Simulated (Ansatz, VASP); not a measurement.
## Al2Si2HSeSF (Al2SSe under H-SiSi-F chair, AA) in two plane-wave programs

Wanted: the spread between two codes on one cell, functional and k mesh. Of the first pair: The structure shown is the start of the Ansatz relaxation below; VASP solves that cell, so the two are compared at the walk's first step.

Calculated with Ansatz 0.2.0; plane waves, with VASP 6.6.1 beside it; single point at r2SCAN with D4.

**1. The structure**

The cell holds 8 atoms: 1 Se, 2 Al, 1 S, 1 F, 2 Si and 1 H. Its edges and angles: a = 3.676 Å, b = 3.676 Å, c = 53.241 Å, α = 90.0°, β = 90.0°, γ = 120.0°. Vacuum lies along c.

**2. Ansatz: relaxation, r2SCAN with D4**

Ansatz runs on its default PAW (the set named soft_2) files.

The two programs are compared at the cell with which this relaxation starts, whose forces are those of its first step.

input.yaml

```yaml
crystal:
  lattice:
    - [3.6762, 0.0, 0.0]
    - [-1.8381, 3.1836825894, 0.0]
    - [0.0, 0.0, 53.2408750181]
  atoms:
    - { symbol: Se, position: [0.3333333333, 0.6666666667, 0.3953729159] }
    - { symbol: Al, position: [0.0, 0.0, 0.4177263409] }
    - { symbol: Al, position: [0.0, 0.0, 0.4631801393] }
    - { symbol: S, position: [0.3333333333, 0.6666666667, 0.4789717489] }
    - { symbol: F, position: [0.6666666667, 0.3333333333, 0.5325020487] }
    - { symbol: Si, position: [0.6666666667, 0.3333333333, 0.5640567517] }
    - { symbol: Si, position: [0.3333333333, 0.6666666667, 0.5779558471] }
    - { symbol: H, position: [0.3333333333, 0.6666666667, 0.6046270841] }
  periodic: [true, true, false]
kpoints:
  mp_grid: { grid: [12, 12, 1] }
hamiltonian:
  xc: r2scan
  dispersion: d4
scf:
  occupations: { method: fermi_dirac, width: 0.05 }
  convergence: { dr2_threshold: 1.0e-09 }
relax:
  f_tol: 0.004
  max_steps: 90
  cell: {}
output:
  write_potential: true
  write_density: true
  volumetric_format: npy
```

On the command line:

```
> ansatz run input.yaml --threads 4 --pin off --max-ram 6144MiB --backend cpu --events-out ev --progress --plain --runs-dir out
```

Numbers of over 12 decimals in the logs are rounded to 6 here.

Output:

```text
Warning: relax.cell: scf.convergence.dr2_threshold = 1e-9 eV is looser than the 1.7899630649e-10 eV advised for a relaxation that steers and ends on the stress (1e-10 eV for each atom of the cell: 8, times the square of relax.cell.stress_2d_tol = 0.05 N/m over 21.1 Å (the atoms' height at the walk's start and 5 Å past either face), 2.365e-2 GPa, over a crystal's default 0.05). What an SCF threshold leaves in a stress goes as its square root, and in the free energy as the threshold itself, and one threshold admits the most on a small cell: [figures from the program's tests cut] Set scf.convergence.dr2_threshold to 1.7899630649e-10 eV or tighter. [rest of the remark cut]
Engine: ansatz 0.2.0, x86_64-unknown-linux-gnu
Pseudopotentials: kind: paw
Pseudopotential: Se, paw, valence charge 16, recommended cutoff 500 eV (meta_gga), Se.paw.azcp
Pseudopotential: Al, paw, valence charge 3, recommended cutoff 500 eV (meta_gga), Al.paw.azcp
Pseudopotential: S, paw, valence charge 6, recommended cutoff 500 eV (meta_gga), S.paw.azcp
Pseudopotential: F, paw, valence charge 7, recommended cutoff 500 eV (meta_gga), F.paw.azcp
Pseudopotential: Si, paw, valence charge 4, recommended cutoff 500 eV (meta_gga), Si.paw.azcp
Pseudopotential: H, paw, valence charge 1, recommended cutoff 500 eV (meta_gga), H.paw.azcp
Functional definition: r2SCAN
  parameter k0 = 0.174
  parameter k1 = 0.065
  parameter a1 = 4.9479
  exchange = r2scan_x(k0 = k0, k1 = k1, a1 = a1)
  correlation = r2scan_c
Crystal: 8 atoms, lattice volume = 623.123 Å³
Basis set: ecut = 500 eV, 15939 PW (Γ), exchange–correlation on 108×108×1600 points (64 copies of the dense FFT grid, shifted against one another)
Bands: 30, of which v1, the nominal top of the filled ones, is band 22 counted from 1 (21 counted from 0)
Symmetry: 6 space group operations
Space group: P3m1 (ITA 156), of the structure as read, at distance tolerance 8.5e-5 Å
k-points: 19 of 144 (time reversal used)
Non-local potential: Se, projectors of the file, l = 0: 2, l = 1: 2, l = 2: 3, l = 3: 1
Non-local potential: Al, projectors of the file, l = 0: 2, l = 1: 2, l = 2: 1
Non-local potential: S, projectors of the file, l = 0: 2, l = 1: 2, l = 2: 2
Non-local potential: F, projectors of the file, l = 0: 2, l = 1: 2, l = 2: 1
Non-local potential: Si, projectors of the file, l = 0: 2, l = 1: 2, l = 2: 2
Non-local potential: H, projectors of the file, l = 0: 2, l = 1: 1
PAW form: soft (Blöchl's): semilocal exchange-correlation on the pseudo side does not see the compensation charge
PAW frozen core: Se, regenerated for the run's functional (the file was generated under x = pbe(κ = 0.804, μ = 0.219515), c = pbe(β = 0.066725))
PAW frozen core: Al, regenerated for the run's functional (the file was generated under x = pbe(κ = 0.804, μ = 0.219515), c = pbe(β = 0.066725))
PAW frozen core: S, regenerated for the run's functional (the file was generated under x = pbe(κ = 0.804, μ = 0.219515), c = pbe(β = 0.066725))
PAW frozen core: F, regenerated for the run's functional (the file was generated under x = pbe(κ = 0.804, μ = 0.219515), c = pbe(β = 0.066725))
PAW frozen core: Si, regenerated for the run's functional (the file was generated under x = pbe(κ = 0.804, μ = 0.219515), c = pbe(β = 0.066725))
PAW one-centre angular grid: Se, 590 points (default); XC on 160 Gauss nodes
PAW one-centre angular grid: Al, 302 points (default); XC on 160 Gauss nodes
PAW one-centre angular grid: S, 302 points (default); XC on 160 Gauss nodes
PAW one-centre angular grid: F, 302 points (default); XC on 160 Gauss nodes
PAW one-centre angular grid: Si, 302 points (default); XC on 160 Gauss nodes
PAW one-centre angular grid: H, 302 points (default); XC on 160 Gauss nodes
Initial density: superposition of atomic densities (neutral atoms: chi_scale 0, normalization atom), corrected by the library's trained network
Initial wavefunctions: pseudopotential atomic-orbital guess
Functional: x = r2scan, c = r2scan; τ floored in thin density (d = 2e-4 eV/Å³)
SCF iter   1: F=—  HF=-9572.859498 eV  |F-HF|=—  |Δ(HF+E_count)|=         —  Δρ=2.60e-3  dr2=2.49e-1  dr2_τ=9.97e-2  ethr=1.77e-3  ⟨swp⟩=13.2  Hψ=4477  notcnv=0  defer=12
[...]
SCF iter   5: F=—  HF=-9573.286874 eV  |F-HF|=—  |Δ(HF+E_count)|=   5.89e-6  Δρ=8.54e-7  dr2=1.34e-8  dr2_τ=1.05e-9  ethr=7.28e-11  ⟨swp⟩=3.2  Hψ=1195  notcnv=0  defer=1
SCF iter   6: F=—  HF=-9573.286876 eV  |F-HF|=—  |Δ(HF+E_count)|=   1.32e-6  Δρ=4.47e-7  dr2=1.28e-8  dr2_τ=1.18e-10  ethr=3.05e-11  ⟨swp⟩=2.8  Hψ=1071  notcnv=0  defer=1
iter 7 met the thresholds in force, and the SCF goes on: an eigenvalue changes by 5.48 meV, over its tolerance of 1.09 meV (output.eigenvalues, Limitations)
SCF iter   7: F=-9573.286876 eV  HF=-9573.286876 eV  |F-HF|=2.39e-9  |Δ(HF+E_count)|=   5.48e-8  Δρ=1.28e-7  dr2=3.34e-10  dr2_τ=8.09e-12  ethr=2.27e-12  ⟨swp⟩=15.1  Hψ=4907  notcnv=0
iter 8 met the thresholds in force, and the SCF goes on: an eigenvalue changes by 4.84 meV, over its tolerance of 1.05 meV (output.eigenvalues, Limitations)
SCF iter   8: F=-9573.286876 eV  HF=-9573.286876 eV  |F-HF|=4.47e-10  |Δ(HF+E_count)|=   2.00e-9  Δρ=4.90e-8  dr2=4.86e-11  dr2_τ=1.01e-12  ethr=1.00e-12  ⟨swp⟩=8.1  Hψ=3417  notcnv=0
Mixer restart at iter 8: flushing history
SCF iter   9: F=-9573.286876 eV  HF=-9573.286876 eV  |F-HF|=8.55e-11  |Δ(HF+E_count)|=  6.28e-10  Δρ=6.73e-8  dr2=1.65e-10  dr2_τ=1.05e-12  ethr=1.00e-12  ⟨swp⟩=8.6  Hψ=3515  notcnv=0
SCF 7 converged in 9 iterations: F = -9573.286876 eV  dr2 = 1.65e-10
relax step   7: F+E_penalty+E_count = -9573.28687572 eV  Δ(F+E_penalty+E_count) = -8.331e-4 eV  max|allowed force component| = 1.984e-3 eV/Å  Δτ_max = 0.0000 Å  P = +0.004 N/m  Ω = 650.962 Å³  fix = [c, alpha, beta]  reactions: c +0.000 N/m  stress off target by 3.61e-3 N/m on what of the cell is left free  SCF on the basis re-selected at this cell (its energy is not comparable with the rows above)  (9 SCF iters)
basis re-selected at this cell: Δ(F+E_penalty+E_count) = -8.331e-4 eV, ΔP = -0.004 N/m vs the last step (what re-selecting the basis moved, of the pressure what is left beyond the Pulay correction that the steps carried, after the strain that the cell walked since its last selection, with what the two solves' SCF thresholds leave and, on support functions, any second-order correction that the steps lacked; it is no measure of the basis error at this ecutwfc). The dense FFT grid was sized anew with the basis: this SCF ran on 30×30×400 points, the steps before it on 27×27×400, so part of this shift can come from that change (see relax.cell in the input reference). [rest of the remark cut]
WARN: The output density's exchange-correlation potential varies sharply where the density is thin. Do not read a vacuum level from v_tot or v_xc, or from such a field of the output density. On a cell that repeats whose density bears no net charge and no dipole along the vacuum's axis use v_es (v_loc + v_h of the components); under efield.dipole_correction with no amplitude use v_es + v_field, which holds any externa [...]
SCF converged after 9 iterations
an eigenvalue changed by more than its tolerance at an iteration that met the thresholds in force, so the SCF went on 2 times, its first undamped step at iteration 8: the last check found none over its tolerance
Free energy (F): -9573.286876 eV
Harris-Foulkes:  -9573.286876 eV  (|F-HF|=8.55e-11)
Internal energy: -9573.286875 eV  (E = F + TS)
E sigma→0 (E₀):  -9573.286875 eV
Entropy (-TS):   -0.000001 eV (-0.000 meV/atom)
Fermi energy:    -4.368729 eV
--- Per-component energies (eV) ---
  E_band       = -934.055959
  E_kinetic    = 575.919789
  E_local      = -132258.410160  (includes V_loc(G=0)·N_el)
  E_nonlocal   = -423.607040
  E_hartree    = 65758.418176
  E_xc         = -454.462095
  E_vxc        = -491.045337  (∫ρ·V_xc dr)
  E_paw        = -4723.230795  (= ΣΔE_a)
  E_vpaw       = 120.270937  (= ΣTr[D̂ρ^β])
  E_aug_tail   = 0.000392  (compensation charges beyond the density's cutoff)
  E_vtau       = 25.981109  (kinetic-family band-sum trace: ∫τ·v_τ [+ j·A + Jᵃ·Aᵃ] dr)
  E_ewald      = 61954.787385
  E_disp       = -0.523515  (pairwise vdW)
  E_core_change = -2.179011  (= ΣΔE_core)
  E_smearing   = -0.000001  (= −TS)
  E_closure    = -0.000000  (closes the sum)
  Σ components = -9573.286876   (vs F -9573.286876, Δ=0.00e0)
--- Forces (eV/Å), atoms counted from 1 ---
  atom   1  Se     0.00000000     0.00000000    -0.00093101
  atom   2  Al     0.00000000    -0.00000000     0.00197563
  atom   3  Al    -0.00000000    -0.00000000    -0.00131026
  atom   4  S     -0.00000000     0.00000000     0.00038295
  atom   5  F     -0.00000000    -0.00000000     0.00002727
  atom   6  Si    -0.00000000     0.00000000    -0.00027507
  atom   7  Si     0.00000000    -0.00000000     0.00036823
  atom   8  H      0.00000000    -0.00000000    -0.00030433
  max |Σ_I F_I| component: 6.66e-5 eV/Å
--- 2D stress c σ (N/m, compression-positive) ---
        0.003612       0.000000      -0.000000
        0.000000       0.003612       0.000000
       -0.000000       0.000000       0.000000
  P = ½ c Tr σ = 0.0036 N/m
--- Band table (eV; the first three rows and the last of 19) ---
  k-point 0: bands = [... 18 lower, -6.0066, -5.6532, -5.6532, -5.1977, -3.8524, -1.9891, -1.5207, -1.5207, ... 4 higher]
  k-point 1: bands = [... 18 lower, -6.2948, -6.1058, -5.8258, -5.1146, -3.5672, -1.6555, -1.5967, -1.1761, ... 4 higher]
  k-point 2: bands = [... 18 lower, -7.3496, -6.3541, -6.2087, -5.0461, -3.2880, -1.8636, -1.2432, -0.8556, ... 4 higher]
  k-point 18: bands = [... 18 lower, -8.9744, -7.5037, -6.7649, -6.0199, -2.6247, -1.8624, -0.8978, -0.2257, ... 4 higher]
  the weakly bound empty levels are not read free of the cell's end (no_gap_told)
--- Relaxed structure (6 steps of the walk, 6 accepted, 1 SCFs on fresh bases) ---
  F+E_penalty+E_count = -9573.28687572 eV   max|allowed force component| = 1.984e-3 eV/Å   (the final SCF, on the basis selected at the relaxed cell)
  cell:  # Å, volume = 650.9616 Å³
    - [3.757420, 0, 0]
    - [-1.878710, 3.254021, 0]
    - [0, 0, 53.2408750181]
  atoms:
    - { symbol: Se, position: [0.333333, 0.666667, 0.395430] }
    - { symbol: Al, position: [-2.1066084543319595e-17, -3.2381504885438916e-17, 0.416770] }
    - { symbol: Al, position: [-1.3240791889928993e-17, -3.2381504885438916e-17, 0.465144] }
    - { symbol: S, position: [0.333333, 0.666667, 0.482935] }
    - { symbol: F, position: [0.666667, 0.333333, 0.531751] }
    - { symbol: Si, position: [0.666667, 0.333333, 0.561855] }
    - { symbol: Si, position: [0.333333, 0.666667, 0.576243] }
    - { symbol: H, position: [0.333333, 0.666667, 0.604265] }
```

(Continued in part 2 of 2.)

[Lines on the potential files, build, host, timing and source positions are cut from VASP's logs without a mark.]

[Logs are printed without paths, hosts, clocks, repeated set-up lines and the standing remarks that a program may print on its own settings, such as how far it seeks lower states.]

[Hosts, paths, dates, database ids (printed as entryN), source tags and the programs' standing remarks are cut or masked in the printed files.]
